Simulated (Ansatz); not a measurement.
Hg (alpha)

Computed with Ansatz (plane waves, PAW, 420 eV cutoff): PBE with spin–orbit coupling, two-component spinors, Γ-centred 14×14×14 mesh, 0.05 eV Gaussian smearing. The datasets are Ansatz's generated set soft_2.

```cif
data_structure
_symmetry_space_group_name_H-M 'P 1'
_symmetry_Int_Tables_number 1
_cell_length_a 3.0460
_cell_length_b 3.0460
_cell_length_c 3.0460
_cell_angle_alpha 83.733
_cell_angle_beta 83.733
_cell_angle_gamma 83.733
_cell_volume 27.79
loop_
_atom_site_label
_atom_site_type_symbol
_atom_site_fract_x
_atom_site_fract_y
_atom_site_fract_z
_atom_site_occupancy
Hg1 Hg 0.00000 0.00000 0.00000 1
```

Cell and atoms are those of this level's equilibrium.

Path: Γ–T–H2 | H0–L–Γ–S0 | S2–F–Γ, with Γ = (0.000, 0.000, 0.000), T = (0.500, 0.500, 0.500), H2 = (0.590, 0.410, 0.500), H0 = (0.500, -0.410, 0.410), L = (0.500, 0.000, 0.000), S0 = (0.455, -0.455, 0.000), S2 = (0.545, 0.000, 0.455), F = (0.500, 0.000, 0.500) in reciprocal vectors of the calculation's cell.

Bands as a text map, energy in eV from the Fermi level (dashes), each leg drawn with the same width:
```
  5.57 |                          *          *   
  5.14 |    *********                            
  4.71 |                          *              
  4.29 |                                     *   
  3.86 |     **             *      *        *    
  3.43 |       **                                
  3.00 |         ****              **            
  2.57 |     ****                    ********    
  2.14 |         *** *                           
  1.71 |                                         
  1.29 |            *      *        *            
  0.86 |                             ******      
  0.43 |              *                 ****     
  0.00 |-----------------------------***---------
 -0.43 |    *        *                           
 -0.86 |               *  *                      
 -1.29 |                *           *            
 -1.71 |              *  *                       
 -2.14 |                                    *    
 -2.57 |               ***                       
 -3.00 |                                         
 -3.43 |                  *        *             
 -3.86 |   *                                     
 -4.29 |                                         
 -4.71 |                   *                 *   
 -5.14 |**  *********      ******** *********  **
 -5.57 |  **        *******       **         **  
 -6.00 |****         ****************************
        Γ    T    HH     L     Γ     SS    F    Γ
```

Task: By these bands, is it a metal or an insulator, and if it has a gap, where are the band edges on this path?

Result: A metal: bands cross the Fermi level.
